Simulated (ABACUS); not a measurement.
**GaP: equation of state with PBE**

**The experiment to reproduce.**

“Phosphorous dimerization in GaP at high pressure”, 2017, arxiv:1709.06667 reports, for a bulk crystal of GaP: bulk modulus 87.5 ± 0.6 GPa.

The system is GaP.

```
Ga P
1.0
     0.00000    2.72525    2.72525
     2.72525    0.00000    2.72525
     2.72525    2.72525    0.00000
Ga P
1 1
Direct
  0.00000 0.00000 0.00000
  0.75000 0.75000 0.75000
```

```
Program             : ABACUS 3.10.1
Task                : equation of state
Functional          : PBE
Potentials or basis : PseudoDojo NC SR 0.4.1 PBE standard
Cutoff              : 1102 eV
Density cutoff      : 4408 eV
Basis               : plane waves
k mesh              : 8 × 8 × 8
Occupations         : fermi-dirac, width 0.05 eV
Spin                : no spin polarisation
```

```
Equilibrium volume                      : 20.89 Å³/atom
Bulk modulus                            : 77 GPa
Pressure derivative of the bulk modulus : 4.5
```

Energy against volume, from the lowest point:
| volume (Å³/atom) | energy (meV/atom) |
| --- | --- |
| 19.026 | 47.08 |
| 19.431 | 27.67 |
| 19.836 | 13.79 |
| 20.240 | 4.88 |
| 20.645 | 0.44 |
| 21.050 | 0.00 |
| 21.455 | 3.17 |

All runs of the series together: 39 s on 4 threads of Intel(R) Xeon(R) 6975P-C (Granite Rapids), with other jobs on the host.

Against the measured bulk modulus of GaP, 87.5 GPa (“Phosphorous dimerization in GaP at high pressure”, 2017, arxiv:1709.06667), the calculated 77 GPa is off by -12.3 %. The fit is for a static lattice scaled at fixed shape and fixed fractional positions.

PBE usually gives volumes a little too large and moduli too small.
